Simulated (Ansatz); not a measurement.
Born–Oppenheimer molecular dynamics of a periodic cell of 16 atoms, WC (start crystal WC, start structure P-6m2, volume 1 times the crystal's). It goes on from the last frame of an earlier run, with new velocities.

All numbers below come from DFT PBE-D3(BJ), scalar-relativistic, plane waves, PAW (Ansatz 0.2.0). Settings: PAW set soft_1, cutoff 420 eV, k mesh 2x2x2, fermi-dirac smearing 0.24 eV, no spin polarisation.

```json
{
 "ensemble": "NVT, Langevin thermostat",
 "time step": "1.5 fs",
 "steps asked": "300",
 "set temperature": "2240 K",
 "friction": "0.02 /fs",
 "temperature schedule": "225 steps to 300 K, then 75 steps to 300 K",
 "seed": "502119"
}
```

Frames 1.5 fs apart, positions in Å.

Velocities at 75.0 fs (Å/ps):

```
W -6.43 -0.09 -3.82
C -4.65 8.44 -16.40
W 2.53 -2.04 -1.85
C -9.52 -22.88 1.14
W -0.19 2.21 -2.05
C 11.88 -11.52 -13.68
W -3.26 -1.33 -1.94
C -8.39 -15.92 -25.72
W -5.28 4.25 -5.53
C 8.23 6.86 14.19
W -2.61 5.14 -1.61
C 24.76 5.03 -14.86
W 0.85 -1.66 2.48
C -13.08 -14.55 -7.69
W -5.10 4.34 3.25
C 3.60 21.17 -21.51
```

```xyz
16
Lattice="-2.9017 -5.0259 0.0000 4.3525 -2.5129 0.0000 0.0000 0.0000 5.6680" Properties=species:S:1:pos:R:3 time_fs=75.0 energy_less_start_eV=0.865 T=2750
W -0.055 -5.077 -0.029
C 1.404 -4.062 1.345
W 0.041 -5.154 2.706
C 1.532 -4.178 4.085
W -1.454 -2.202 -0.093
C -0.110 -1.513 1.371
W -1.461 -2.650 2.712
C -0.085 -1.727 4.229
W 1.403 -2.442 -0.139
C 2.807 -1.558 1.306
W 1.332 -2.564 2.796
C 2.857 -1.712 4.076
W 0.078 0.138 -0.265
C -1.502 -4.212 1.332
W -0.094 0.132 2.646
C -1.412 -4.262 3.933
16
Lattice="-2.9017 -5.0259 0.0000 4.3525 -2.5129 0.0000 0.0000 0.0000 5.6680" Properties=species:S:1:pos:R:3 time_fs=76.5 energy_less_start_eV=1.076 T=2802
W -0.064 -5.076 -0.035
C 1.397 -4.051 1.321
W 0.044 -5.157 2.703
C 1.516 -4.215 4.091
W -1.454 -2.199 -0.097
C -0.091 -1.530 1.351
W -1.466 -2.652 2.708
C -0.091 -1.751 4.191
W 1.395 -2.434 -0.146
C 2.820 -1.551 1.325
W 1.328 -2.557 2.792
C 2.895 -1.703 4.055
W 0.079 0.135 -0.261
C -1.520 -4.230 1.322
W -0.102 0.139 2.651
C -1.407 -4.232 3.904
16
Lattice="-2.9017 -5.0259 0.0000 4.3525 -2.5129 0.0000 0.0000 0.0000 5.6680" Properties=species:S:1:pos:R:3 time_fs=78.0 energy_less_start_eV=1.380 T=2527
W -0.073 -5.075 -0.040
C 1.387 -4.042 1.299
W 0.047 -5.160 2.699
C 1.496 -4.254 4.102
W -1.452 -2.196 -0.099
C -0.068 -1.546 1.328
W -1.471 -2.651 2.704
C -0.087 -1.767 4.154
W 1.386 -2.426 -0.153
C 2.829 -1.549 1.335
W 1.325 -2.548 2.788
C 2.937 -1.691 4.040
W 0.082 0.132 -0.257
C -1.535 -4.242 1.316
W -0.110 0.146 2.657
C -1.402 -4.204 3.880
16
Lattice="-2.9017 -5.0259 0.0000 4.3525 -2.5129 0.0000 0.0000 0.0000 5.6680" Properties=species:S:1:pos:R:3 time_fs=79.5 energy_less_start_eV=1.728 T=2263
W -0.080 -5.074 -0.044
C 1.379 -4.035 1.281
W 0.050 -5.163 2.696
C 1.474 -4.296 4.111
W -1.449 -2.193 -0.101
C -0.044 -1.564 1.308
W -1.476 -2.650 2.700
C -0.079 -1.769 4.114
W 1.378 -2.418 -0.160
C 2.834 -1.556 1.334
W 1.323 -2.541 2.784
C 2.978 -1.680 4.028
W 0.086 0.128 -0.254
C -1.548 -4.245 1.313
W -0.116 0.152 2.664
C -1.397 -4.176 3.863
16
Lattice="-2.9017 -5.0259 0.0000 4.3525 -2.5129 0.0000 0.0000 0.0000 5.6680" Properties=species:S:1:pos:R:3 time_fs=81.0 energy_less_start_eV=2.093 T=2194
W -0.086 -5.075 -0.049
C 1.374 -4.032 1.268
W 0.053 -5.166 2.692
C 1.451 -4.340 4.115
W -1.445 -2.191 -0.103
C -0.020 -1.583 1.289
W -1.480 -2.648 2.695
C -0.067 -1.758 4.074
W 1.369 -2.410 -0.166
C 2.843 -1.567 1.325
W 1.321 -2.535 2.778
C 3.017 -1.675 4.018
W 0.088 0.125 -0.251
C -1.558 -4.241 1.306
W -0.122 0.157 2.670
C -1.397 -4.152 3.854
16
Lattice="-2.9017 -5.0259 0.0000 4.3525 -2.5129 0.0000 0.0000 0.0000 5.6680" Properties=species:S:1:pos:R:3 time_fs=82.5 energy_less_start_eV=2.405 T=2273
W -0.090 -5.077 -0.053
C 1.369 -4.032 1.257
W 0.058 -5.168 2.688
C 1.426 -4.382 4.118
W -1.442 -2.188 -0.105
C 0.004 -1.603 1.266
W -1.484 -2.646 2.688
C -0.054 -1.740 4.034
W 1.359 -2.402 -0.171
C 2.853 -1.582 1.318
W 1.318 -2.529 2.772
C 3.053 -1.673 4.019
W 0.091 0.122 -0.247
C -1.564 -4.232 1.293
W -0.127 0.159 2.674
C -1.403 -4.136 3.854
16
Lattice="-2.9017 -5.0259 0.0000 4.3525 -2.5129 0.0000 0.0000 0.0000 5.6680" Properties=species:S:1:pos:R:3 time_fs=84.0 energy_less_start_eV=2.605 T=2008
W -0.093 -5.078 -0.058
C 1.364 -4.034 1.244
W 0.062 -5.170 2.683
C 1.404 -4.419 4.118
W -1.440 -2.187 -0.106
C 0.028 -1.621 1.243
W -1.490 -2.643 2.681
C -0.043 -1.718 3.998
W 1.349 -2.393 -0.176
C 2.863 -1.600 1.310
W 1.315 -2.524 2.765
C 3.079 -1.669 4.033
W 0.094 0.120 -0.242
C -1.569 -4.224 1.275
W -0.131 0.158 2.678
C -1.413 -4.132 3.863
16
Lattice="-2.9017 -5.0259 0.0000 4.3525 -2.5129 0.0000 0.0000 0.0000 5.6680" Properties=species:S:1:pos:R:3 time_fs=85.5 energy_less_start_eV=2.677 T=2069
W -0.095 -5.079 -0.062
C 1.359 -4.042 1.232
W 0.067 -5.170 2.677
C 1.381 -4.449 4.115
W -1.437 -2.186 -0.107
C 0.054 -1.637 1.221
W -1.496 -2.641 2.672
C -0.034 -1.692 3.968
W 1.340 -2.387 -0.182
C 2.875 -1.620 1.297
W 1.312 -2.520 2.759
C 3.094 -1.661 4.055
W 0.097 0.119 -0.235
C -1.577 -4.220 1.256
W -0.135 0.156 2.682
C -1.421 -4.140 3.882
16
Lattice="-2.9017 -5.0259 0.0000 4.3525 -2.5129 0.0000 0.0000 0.0000 5.6680" Properties=species:S:1:pos:R:3 time_fs=87.0 energy_less_start_eV=2.668 T=2122
W -0.096 -5.079 -0.065
C 1.354 -4.060 1.222
W 0.071 -5.169 2.671
C 1.362 -4.474 4.108
W -1.434 -2.186 -0.107
C 0.081 -1.652 1.204
W -1.502 -2.639 2.662
C -0.024 -1.661 3.945
W 1.331 -2.382 -0.187
C 2.886 -1.639 1.280
W 1.309 -2.517 2.753
C 3.097 -1.648 4.082
W 0.100 0.117 -0.229
C -1.585 -4.219 1.232
W -0.138 0.152 2.686
C -1.428 -4.154 3.910
16
Lattice="-2.9017 -5.0259 0.0000 4.3525 -2.5129 0.0000 0.0000 0.0000 5.6680" Properties=species:S:1:pos:R:3 time_fs=88.5 energy_less_start_eV=2.666 T=2132
W -0.097 -5.080 -0.068
C 1.350 -4.084 1.216
W 0.075 -5.168 2.665
C 1.355 -4.492 4.097
W -1.430 -2.186 -0.109
C 0.106 -1.665 1.197
W -1.508 -2.636 2.651
C -0.012 -1.628 3.927
W 1.322 -2.378 -0.193
C 2.897 -1.658 1.257
W 1.306 -2.513 2.748
C 3.093 -1.634 4.109
W 0.100 0.116 -0.222
C -1.590 -4.217 1.206
W -0.140 0.145 2.693
C -1.438 -4.168 3.944
16
Lattice="-2.9017 -5.0259 0.0000 4.3525 -2.5129 0.0000 0.0000 0.0000 5.6680" Properties=species:S:1:pos:R:3 time_fs=90.0 energy_less_start_eV=2.682 T=2050
W -0.097 -5.080 -0.072
C 1.347 -4.107 1.205
W 0.079 -5.167 2.660
C 1.354 -4.503 4.088
W -1.426 -2.186 -0.110
C 0.127 -1.676 1.194
W -1.515 -2.632 2.640
C -0.003 -1.593 3.918
W 1.314 -2.375 -0.197
C 2.906 -1.683 1.230
W 1.304 -2.508 2.742
C 3.079 -1.624 4.133
W 0.100 0.116 -0.216
C -1.593 -4.212 1.183
W -0.143 0.138 2.698
C -1.450 -4.183 3.979
16
Lattice="-2.9017 -5.0259 0.0000 4.3525 -2.5129 0.0000 0.0000 0.0000 5.6680" Properties=species:S:1:pos:R:3 time_fs=91.5 energy_less_start_eV=2.681 T=2082
W -0.098 -5.079 -0.075
C 1.345 -4.130 1.189
W 0.084 -5.165 2.655
C 1.353 -4.502 4.086
W -1.422 -2.187 -0.112
C 0.141 -1.686 1.188
W -1.521 -2.629 2.629
C 0.005 -1.561 3.914
W 1.307 -2.374 -0.200
C 2.910 -1.707 1.200
W 1.303 -2.502 2.737
C 3.054 -1.616 4.160
W 0.101 0.114 -0.209
C -1.592 -4.196 1.167
W -0.146 0.130 2.702
C -1.461 -4.199 4.016
```

Of the whole run (450 fs, mean temperature of the second half 618 K): The schedule's set-point averaged 463 K over the second half and the system 618 K, so it lags behind the ramp. A run of 0.45 ps of so small a system gives no equilibrium averages. Limits of this set-up: coarse k mesh.

The run took 28 min on 1 thread of Arm Neoverse V1 (shared host), peak memory 0.57 GiB.
